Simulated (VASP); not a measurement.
# BN (F-43m) in VASP: a series of runs

Aim: see how the results for BN move with the level of theory and the settings. Levels: r2SCAN, r2SCAN+rVV10. Tasks: relaxation of cell and atoms.

All numbers are computed with VASP 6.6.1; they aren't measurements. Logs are shortened: lines on timing, memory, paths and dates and some standing lists are left out, and cuts for length are marked.

### Step 1. The crystal as given

The structure is cubic, space group F-43m (No. 216). The conventional cell has a = 3.626 Å, b = 3.626 Å, c = 3.626 Å, α = 90.00°, β = 90.00°, γ = 90.00°. B (site symmetry -43m) is surrounded by 4 N at 1.57 Å. N (site symmetry -43m) is surrounded by 4 B at 1.57 Å.

The cell is a database's computed one.

### Step 2. Relaxation of cell and atoms, r2SCAN

Contents of INCAR:

```
PREC     = Accurate       # precision mode
ENCUT    = 600            # plane-wave cutoff, eV
EDIFF    = 1E-7           # SCF threshold, eV
ISMEAR   = 0              # smearing method
SIGMA    = 0.02           # smearing width, eV
LREAL    = F              # projectors in reciprocal space
LASPH    = T              # aspherical terms in the spheres
NELM     = 80             # most SCF steps
ALGO     = Normal         # electronic algorithm
ISIF     = 3              # what is computed and relaxed
LWAVE    = F              # write WAVECAR
LCHARG   = F              # write CHGCAR
METAGGA  = R2SCAN         # meta-GGA
LMIXTAU  = T            
IBRION   = 2              # ionic algorithm
NSW      = 90             # ionic steps
EDIFFG   = -0.005         # ionic threshold
```

Contents of KPOINTS:

```
regular mesh
0
Gamma
  12 12 12
```

Contents of POSCAR:

```
BN
1.0
    0.0000000000      1.8130010000      1.8130010000
    1.8130010000      0.0000000000      1.8130010000
    1.8130010000      1.8130010000      0.0000000000
B N
1 1
Direct
    0.0000000000      0.0000000000      0.0000000000
    0.2500000000      0.2500000000      0.2500000000
```

Potentials or basis: VASP PAW PBE potentials, release 64 (B, N).

Command:

```
$ cat potpaw_PBE.64/B/POTCAR potpaw_PBE.64/N/POTCAR > POTCAR
$ mpirun -np 1 vasp_std > vasp.out
```

OUTCAR:

```text
PREC = Accurate
   ENCUT = 600
   EDIFF = 1E-7
   ISMEAR = 0
   LREAL = F
   LASPH = T
   NELM = 80
   ISIF = 3
   METAGGA = R2SCAN
   IBRION = 2
   NSW = 90
   EDIFFG = -0.005

 ion  position               nearest neighbor table
   1  0.000  0.000  0.000-   2 1.57   2 1.57   2 1.57   2 1.57
   2  0.250  0.250  0.250-   1 1.57   1 1.57   1 1.57   1 1.57

  LATTYP: Found a face centered cubic cell.
 ALAT       =     3.6260020000

  Lattice vectors:

 A1 = (   0.0000000000,   1.8130010000,   1.8130010000)
 A2 = (   1.8130010000,   0.0000000000,   1.8130010000)
 A3 = (   1.8130010000,   1.8130010000,   0.0000000000)

Analysis of symmetry for initial positions (statically):
=====================================================================
 Subroutine PRICEL returns:
 Original cell was already a primitive cell.

 Routine SETGRP: Setting up the symmetry group for a
 face centered cubic supercell.

 Subroutine GETGRP returns: Found 24 space group operations
 (whereof 24 operations were pure point group operations)
 out of a pool of 48 trial point group operations.

The static configuration has the point symmetry T_d .

Analysis of symmetry for dynamics (positions and initial velocities):
=====================================================================
 Subroutine PRICEL returns:
 Original cell was already a primitive cell.

 Routine SETGRP: Setting up the symmetry group for a
 face centered cubic supercell.

 Subroutine GETGRP returns: Found 24 space group operations
 (whereof 24 operations were pure point group operations)
 out of a pool of 48 trial point group operations.

The dynamic configuration has the point symmetry T_d .

 Subroutine INISYM returns: Found 24 space group operations
 (whereof 24 operations are pure point group operations),
 and found     1 'primitive' translations

----------------------------------------------------------------------------------------

                                     Primitive cell

  volume of cell :      11.9186

  direct lattice vectors                    reciprocal lattice vectors
     0.000000000  1.813001000  1.813001000    -0.275785838  0.275785838  0.275785838
     1.813001000  0.000000000  1.813001000     0.275785838 -0.275785838  0.275785838
     1.813001000  1.813001000  0.000000000     0.275785838  0.275785838 -0.275785838

  length of vectors
     2.563970603  2.563970603  2.563970603     0.477675083  0.477675083  0.477675083

  position of ions in fractional coordinates (direct lattice)
     0.000000000  0.000000000  0.000000000
     0.250000000  0.250000000  0.250000000

  ion indices of the primitive-cell ions
   primitive index   ion index
                 1           1
                 2           2

----------------------------------------------------------------------------------------

 KPOINTS: regular mesh

Automatic generation of k-mesh.
 Grid dimensions read from file:
 generate k-points for:   12   12   12

 Generating k-lattice:

  Cartesian coordinates                     Fractional coordinates (reciprocal lattice)
    -0.022982153  0.022982153  0.022982153     0.083333333  0.000000000  0.000000000
     0.022982153 -0.022982153  0.022982153     0.000000000  0.083333333  0.000000000
     0.022982153  0.022982153 -0.022982153     0.000000000  0.000000000  0.083333333

  Length of vectors
     0.039806257  0.039806257  0.039806257

  Shift w.r.t. Gamma in fractional coordinates (k-lattice)
     0.000000000  0.000000000  0.000000000

 Subroutine IBZKPT returns following result:
 ===========================================

 Found     72 irreducible k-points:

 Following reciprocal coordinates:
            Coordinates               Weight
  0.000000  0.000000  0.000000      1.000000
  0.083333  0.000000  0.000000      8.000000
  0.166667  0.000000  0.000000      8.000000
  0.250000  0.000000  0.000000      8.000000
  0.333333  0.000000  0.000000      8.000000
  0.416667  0.000000  0.000000      8.000000
[... 16 lines left out ...]
  0.500000  0.166667  0.000000     24.000000
 -0.416667  0.166667  0.000000     24.000000
 [... further k-points ...]
   k-points           NKPTS =     72   k-points in BZ     NKDIM =     72   number of bands    NBANDS=      8
   number of dos      NEDOS =    301   number of ions     NIONS =      2
   total plane-waves  NPLWV =   8000
   dimension x,y,z NGX =    20 NGY =   20 NGZ =   20
   dimension x,y,z NGXF=    40 NGYF=   40 NGZF=   40
   ions per type =               1   1
   NGX,Y,Z   is equivalent  to a cutoff of  12.97, 12.97, 12.97 a.u.
   NGXF,Y,Z  is equivalent  to a cutoff of  25.94, 25.94, 25.94 a.u.
 SYSTEM =  unknown system
   PREC   = accura    normal or accurate (medium, high low for compatibility)
   ISTART =      0    job   : 0-new  1-cont  2-samecut
   ICHARG =      2    charge: 1-file 2-atom 10-const
   ISPIN  =      1    spin polarized calculation?
   LNONCOLLINEAR =      F non collinear calculations
   LSORBIT =      F    spin-orbit coupling
   LASPH  =      T    aspherical Exc in radial PAW
   ENCUT  =  600.0 eV  44.10 Ry    6.64 a.u.   5.12  5.12  5.12*2*pi/ulx,y,z
   NELM   =     80;   NELMIN=  2; NELMDL= -5     # of ELM steps
   EDIFF  = 0.1E-06   stopping-criterion for ELM
   LREAL  =      F    real-space projection
   EDIFFG = -.5E-02   stopping-criterion for IOM
   NSW    =     90    number of steps for IOM
   IBRION =      2    ionic relax: 0-MD 1-quasi-New 2-CG
   NFREE  =      1    steps in history (QN), initial steepest desc. (CG)
   ISIF   =      3    stress and relaxation
   ISYM   =      2    0-nonsym 1-usesym 2-fastsym
   POTIM  = 0.5000    time-step for ionic-motion
   TEBEG  =    0.0;   TEEND  =   0.0 temperature during run
   PSTRESS=    0.0 pullay stress
   NELECT =       8.0000    total number of electrons
   NUPDOWN=      -1.0000    fix difference up-down
   EMIN   =  10.00;   EMAX   =-10.00  energy-range for DOS
   EFERMI =   0.00;   METHOD = LEGACY
   ISMEAR =     0;   SIGMA  =   0.02  broadening in eV -4-tet -1-fermi 0-gaus
   EFERMI_NEDOS =   21; number of points for ismear=-14 and -15
   IALGO  =     38    algorithm
   IMIX   =      4    mixing-type and parameters
     AMIX     =   0.40;   BMIX     =  1.00
     AMIX_MAG =   1.60;   BMIX_MAG =  1.00
  volume/ion in A,a.u.               =       5.96        40.22
  Fermi-wavevector in a.u.,A,eV,Ry     =   1.433387  2.708709 27.954506  2.054598
  Thomas-Fermi vector in A             =   2.552911
   LORBIT       =      0    0 simple, 1 ext, 2 COOP (PROOUT), +10 PAW based schemes
   METAGGA = R2SCAN    functional components
   LHFCALC =     F    Hartree Fock is set to
   AEXX    =    0.0000 exact exchange contribution
   IVDW    =     0    specifies the selected vdW correction
   LEPSILON=     F    determine dielectric tensor
   LRPA    =     F    only Hartree local field effects (RPA)
 conjugate gradient relaxation of ions
 non-spin polarized calculation
 Gauss-broadening in eV      SIGMA  =   0.02
  energy-cutoff  :      600.00
  volume of cell :       11.92
 maximum number of plane-waves:       415
   NGX = 11   NGY = 11   NGZ = 11

--------------------------------------- Ionic step        1  -------------------------------------------

 number of electron       7.9999999 magnetization

 Free energy of the ion-electron system (eV)
  ---------------------------------------------------
  ext. energy  EPLUGINS =         0.00000000
  ---------------------------------------------------
  free energy    TOTEN  =       -19.17329962 eV

  energy without entropy =      -19.17329962  energy(sigma->0) =      -19.17329962

------------------------ aborting loop because EDIFF is reached ----------------------------------------

  FORCE on cell =-STRESS in cart. coord.  units (eV):
  Direction    XX          YY          ZZ          XY          YZ          ZX
  --------------------------------------------------------------------------------------
  -------------------------------------------------------------------------------------
  Total       -0.2994343     -0.2994343     -0.2994343     -0.0000000     -0.0000000     -0.0000000
  in kB      -40.2520501    -40.2520501    -40.2520501     -0.0000000     -0.0000000     -0.0000000
  external PRESSURE =     -40.2520501 kB  Pullay stress =       0.0000000 kB
[... 57 lines left out ...]
  energy  without entropy=      -19.1730582513  energy(sigma->0) =      -19.17305825

--------------------------------------- Ionic step        3  -------------------------------------------

 number of electron       7.9999999 magnetization

 Free energy of the ion-electron system (eV)
  ---------------------------------------------------
  ext. energy  EPLUGINS =         0.00000000
  ---------------------------------------------------
  free energy    TOTEN  =       -19.17488312 eV

  energy without entropy =      -19.17488312  energy(sigma->0) =      -19.17488312

 E-fermi :   7.4448     XC(G=0): -13.6535

 val. band max:        7.2587905943   @ k =   0.0000   0.0000   0.0000
 cond. band min:      12.2372691179   @ k =   0.5000   0.5000   0.0000
 fundamental gap:      4.9784785235
 Fermi energy:         7.4448182382

 k-point     1 :       0.0000    0.0000    0.0000
  band No.  band energies     occupation
      1     -14.0485      2.00000
      2       7.2588      2.00000
      3       7.2588      2.00000
      4       7.2588      2.00000
      5      16.7919      0.00000
      6      16.7919      0.00000
      7      16.7919      0.00000
      8      18.3459      0.00000
[... 243 lines left out ...]
 k-point    24 :      -0.4167    0.1667    0.0000
  band No.  band energies     occupation
      1      -9.3691      2.00000
      2      -3.1220      2.00000
      3       2.9554      2.00000
      4       4.5904      2.00000
      5      17.2699      0.00000
      6      20.2911      0.00000
      7      20.3765      0.00000
      8      24.0937      0.00000

 [... further k-points ...]

------------------------ aborting loop because EDIFF is reached ----------------------------------------

  FORCE on cell =-STRESS in cart. coord.  units (eV):
  Direction    XX          YY          ZZ          XY          YZ          ZX
  --------------------------------------------------------------------------------------
  -------------------------------------------------------------------------------------
  Total        0.0003166      0.0003166      0.0003166      0.0000000      0.0000000      0.0000000
  in kB        0.0430079      0.0430079      0.0430079      0.0000000      0.0000000      0.0000000
  external PRESSURE =       0.0430079 kB  Pullay stress =       0.0000000 kB
[... 17 lines left out ...]
  FREE ENERGIE OF THE ION-ELECTRON SYSTEM (eV)
  ---------------------------------------------------
  free  energy   TOTEN  =       -19.1748831180 eV

  energy  without entropy=      -19.1748831180  energy(sigma->0) =      -19.17488312

 reached required accuracy - stopping structural energy minimisation
```

Wall time 80 s (1 thread of Intel Xeon Platinum 8259CL at 2.50GHz (Skylake/Cascade Lake), shared host); peak memory 0.12 GiB.

Results:

* Free energy: -19.1749 eV
* Relaxed volume: 5.90 Å³/atom
* Relaxed cell: a = 2.555 Å, b = 2.555 Å, c = 2.555 Å, α = 60.00°, β = 60.00°, γ = 60.00°
* Space group after relaxing (to 0.05 Å): F-43m (No. 216)
* Energy gained by relaxing: 0.8 meV/atom
* Ionic steps: 3
* Pressure after relaxing: 0.0 GPa
* Band gap on the k mesh: 4.98 eV, indirect (least direct gap 9.53 eV)

The path:
```tsv
step	energy change (eV)	largest force (eV/Å)	pressure (GPa)	volume (Å³)
1	0.0000	0.0000	-4.03	11.92
2	0.0002	0.0000	4.49	11.66
3	-0.0016	0.0000	0.00	11.79
```

Final structure:
```
B N
1.0
     0.00000    1.80666    1.80666
     1.80666    0.00000    1.80666
     1.80666    1.80666    0.00000
B N
1 1
Direct
  0.00000 0.00000 0.00000
  0.25000 0.25000 0.25000
```

Caveat: the PAW data sets were made with another functional, which shifts forces and pressure a little.

### Step 3. Relaxation of cell and atoms, r2SCAN+rVV10

INCAR: that of step 2 with these lines changed.

```diff
@@ -14,2 +14,6 @@
 LMIXTAU  = T            
+LUSE_VDW = T            
+IVDW_NL  = 2            
+BPARAM   = 11.95        
+CPARAM   = 0.0093       
 IBRION   = 2              # ionic algorithm
```

KPOINTS is that of step 2.

POSCAR is that of step 2.

Potentials or basis: VASP PAW PBE potentials, release 64 (B, N).

Command:

```
$ cat potpaw_PBE.64/B/POTCAR potpaw_PBE.64/N/POTCAR > POTCAR
$ mpirun -np 1 vasp_std > vasp.out
```

Wall time 2.2 min (1 thread of Intel Xeon Platinum 8259CL at 2.50GHz (Skylake/Cascade Lake), shared host); peak memory 0.18 GiB.

It converged, with:

```yaml
Free_energy: -19.0755 eV
Relaxed_volume: 5.88 Å³/atom
Relaxed_cell: a = 2.553 Å, b = 2.553 Å, c = 2.553 Å, α = 60.00°, β = 60.00°, γ = 60.00°
Space_group_after_relaxing_to_0.05_Å: F-43m (No. 216)
Energy_gained_by_relaxing: 1.2 meV/atom
Ionic_steps: 3
Pressure_after_relaxing: 0.0 GPa
Band_gap_on_the_k_mesh: 4.94 eV, indirect (least direct gap 9.54 eV)
```

Step by step:
```tsv
step	energy change (eV)	largest force (eV/Å)	pressure (GPa)	volume (Å³)
1	0.0000	0.0000	-4.92	11.92
2	0.0004	0.0000	5.58	11.61
3	-0.0024	0.0000	0.00	11.77
```

Final structure:
```
B N
1.0
     0.00000    1.80528    1.80528
     1.80528    0.00000    1.80528
     1.80528    1.80528    0.00000
B N
1 1
Cartesian
  0.0000 0.0000 0.0000
  0.9026 0.9026 0.9026
```

Levels at points of the mesh, in eV from the valence-band top:
| k point | band 2 | band 3 | band 4 | band 5 | band 6 | band 7 |
| --- | --- | --- | --- | --- | --- | --- |
| (0.00, 0.00, 0.00) | 0.00 | 0.00 | 0.00 | 9.54 | 9.54 | 9.54 |
| (0.50, 0.00, 0.00) | -11.14 | -2.02 | -2.02 | 10.81 | 11.47 | 11.47 |
| (0.50, 0.50, 0.00) | -9.36 | -5.12 | -5.12 | 4.94 | 9.80 | 19.31 |

Caveat: the PAW data sets were made with another functional, which shifts forces and pressure a little.
